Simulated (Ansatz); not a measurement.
## Moving the strain (εzz = s) in TiSi2

```
Ti Si
1.0
     0.00000    4.11752    4.26290
     2.38951    0.00000    4.26290
     2.38951    4.11752    0.00000
Ti Si
2 4
Direct
  0.75000 0.75000 0.75000
  0.50000 0.50000 0.50000
  0.41257 0.08743 0.41257
  0.08743 0.41257 0.08743
  0.16257 0.83743 0.16257
  0.83743 0.16257 0.83743
```

The cell is a database's computed one, not the measured one.

Kept alike: task band structure; functional PBE; k mesh 6 × 6 × 6; occupations fermi-dirac, width 0.05 eV; no spin polarisation. Program: Ansatz, Ansatz PAW, cutoff 420 eV. The mesh is that of the run's cell of 6 atoms. No spin-orbit coupling.

```tsv
s	free energy over the lowest row (meV/atom)
-0.04	39.35
-0.02	10.75
-0.01	?
0	0.00
0.01	0.49
0.02	4.42
0.04	21.22
```

The cell shown is the unstrained one; x, y and z are its Cartesian axes; atoms keep their fractions. For a metal such a mesh leaves the last digits unconverged.

Q: Fit the rows shown and predict the run at -0.01.

A: A least-squares cubic through the rows shown is free energy = -56978 s³ + 18923.3 s² - 135.46 s + 0.009 (largest miss 0.009); at s = -0.01 it gives 3.31 meV/atom. The run gave: free energy over the lowest row 3.31 meV/atom.
